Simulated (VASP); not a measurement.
Write the native input for VASP 6.6.1 that does the following.

```yaml
Task: band structure
Functional: PBEsol
Potentials_or_basis: VASP PAW PBE potentials, release 64 (Te, Mo_sv)
Cutoff: 520 eV
k_mesh: 7 × 7 × 2
Occupations: fermi-dirac, width 0.05 eV
Spin: spin-orbit coupling, no magnetisation
Further_INCAR_settings: ALGO = Fast; EDIFF = 1e-07; NBANDS = 68
```

The structure of Te2Mo lies in POSCAR:

```
Te2Mo
1.0
    3.5182000000      0.0000000000      0.0000000000
   -1.7591000000      3.0468505756      0.0000000000
    0.0000000000      0.0000000000     13.9736000000
Te Mo
4 2
Direct
    0.6666666667      0.3333333333      0.3790000000
    0.3333333333      0.6666666667      0.8790000000
    0.6666666667      0.3333333333      0.1210000000
    0.3333333333      0.6666666667      0.6210000000
    0.6666666667      0.3333333333      0.7500000000
    0.3333333333      0.6666666667      0.2500000000
```

These files were run (other wordings do the same):

INCAR

```
SYSTEM = Te2Mo
  PREC = Accurate
  ENCUT = 520
  EDIFF = 1E-7
  ISMEAR = -1
  SIGMA = 0.05
  LREAL = .FALSE.
  LASPH = .TRUE.
  NELM = 60
  ALGO = Fast
  ISIF = 2
  LWAVE = .FALSE.
  LCHARG = .FALSE.
  MAGMOM = 0 0 0 0 0 0 0 0 0 0 0 0 0 0 0 0 0 0
  LORBIT = 11
  LSORBIT = .TRUE.
  GGA_COMPAT = .FALSE.
  LMAXMIX = 4
  GGA = PS
  NBANDS = 68
```

KPOINTS

```
Automatic mesh
0
G
  7 7 2
  0 0 0
```

KPOINTS_OPT

```
path GMKGALHA,LM,KH
20
line-mode
reciprocal
 0.0000000000  0.0000000000  0.0000000000  G
 0.5000000000  0.0000000000  0.0000000000  M

 0.5000000000  0.0000000000  0.0000000000  M
 0.3333333333  0.3333333333  0.0000000000  K

 0.3333333333  0.3333333333  0.0000000000  K
 0.0000000000  0.0000000000  0.0000000000  G

 0.0000000000  0.0000000000  0.0000000000  G
 0.0000000000  0.0000000000  0.5000000000  A

 0.0000000000  0.0000000000  0.5000000000  A
 0.5000000000  0.0000000000  0.5000000000  L

 0.5000000000  0.0000000000  0.5000000000  L
 0.3333333333  0.3333333333  0.5000000000  H

 0.3333333333  0.3333333333  0.5000000000  H
 0.0000000000  0.0000000000  0.5000000000  A

 0.5000000000  0.0000000000  0.5000000000  L
 0.5000000000  0.0000000000  0.0000000000  M

 0.3333333333  0.3333333333  0.0000000000  K
 0.3333333333  0.3333333333  0.5000000000  H
```

Potentials or basis: VASP PAW PBE potentials, release 64 (Te, Mo_sv).

Run with:

```bash
$ cat potpaw_PBE.64/Te/POTCAR potpaw_PBE.64/Mo_sv/POTCAR > POTCAR
$ mpirun -np 1 vasp_ncl > vasp.out
```

It gave:

```json
{
 "Pressure": "-0.9 GPa",
 "Largest force": "0.045 eV/Å",
 "Valence electrons inside the program's atomic spheres": "Te 3.42; Mo 12.40"
}
```

Caveat: the PAW data sets were made with another functional, which shifts forces and pressure a little; this functional lacks dispersion, which binds the layers, so the pressure and a relaxed spacing across them are unreliable.

Wall time 31 min on 1 thread of AMD EPYC 9R45 96-Core Processor (Zen 5), on a shared host, peak memory 0.69 GiB.
